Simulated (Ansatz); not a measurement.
# EuS: the cost of one run

Computed with Ansatz 0.2.0, driven from Python. Level of theory: DFT PBEsol, all-electron LAPW.

The COD entry's cell or inner coordinates are ideal or old and differ from later refinements, so a difference from it is no clean test against experiment.

## Step 1: The system

It takes space group Fm-3m (No. 225, cubic). Conventional cell: a = 5.957 Å, b = 5.957 Å, c = 5.957 Å, α = 90.00°, β = 90.00°, γ = 90.00°. Eu (site symmetry m-3m) has 6 S at 2.98 Å in its first shell of neighbours. Around S (site symmetry m-3m) lie 6 Eu at 2.98 Å.

No structure file is read: the coordinates are typed or built in the script.

## Step 2: Script

eos_lapw.py reads:

```python
'''E(V) of EuS on LAPW.'''

import warnings

import ansatz as az
from ase.eos import EquationOfState
from ase.units import GPa
import numpy as np

MAX_ITERATIONS = 60
KGRID = (10, 10, 10)

vectors0 = np.array([
    [0.0, 2.9785, 2.9785],
    [2.9785, 0.0, 2.9785],
    [2.9785, 2.9785, 0.0],
])
sites = [
    ('Eu', (0.0, 0.0, 0.0), 9.1),
    ('S', (0.5, 0.5, 0.5), 0.0),
]


def crystal_on(cell):
    crystal = az.Crystal(lattice=az.Lattice.of(cell))
    for symbol, position, moment in sites:
        crystal = crystal.atom(symbol, position, moment=moment or None)
    return crystal


def main() -> None:
    warnings.simplefilter('ignore', az.DeckWarning)

    volumes, energies = [], []
    for scale in np.linspace(0.94, 1.06, 7):
        cell = vectors0 * scale ** (1 / 3)
        calc = crystal_on(cell).calculation()
        calc = calc.spin('collinear')
        calc = calc.scf(max_iterations=MAX_ITERATIONS)
        calc = calc.occupations(az.OccupationsMethod.FERMI_DIRAC).functional(az.Functional.PBESOL)
        calc = calc.mixing('broyden', preconditioner='resta').kpoints(*KGRID)
        calc = calc.pseudopotentials('all_electron', lapw=True, relativity='none')
        summary = calc.run().report
        volumes.append(abs(np.linalg.det(cell)) / len(sites))
        energies.append(summary['free_energy_ev'] / len(sites))
        print(f'{scale:.3f} {volumes[-1]:9.4f} A^3/atom {energies[-1]:16.5f} eV/atom  (estimated basis error {1000 * summary["lapw_basis_errors"]["total_ev_per_atom"]:.2f} meV/atom)')
    v0, e0, bulk = EquationOfState(volumes, energies, eos='birchmurnaghan').fit()
    print(f'V0 = {v0:.4f} A^3/atom, B0 = {bulk / GPa:.1f} GPa')


if __name__ == '__main__':
    main()
```

## Step 3: The run

Started as:

```
python eos_lapw.py
```

Q: Estimate wall time and peak memory on 1 thread of Arm Neoverse V1, shared host.

About 5.2 min, with a peak of 0.62 GiB.
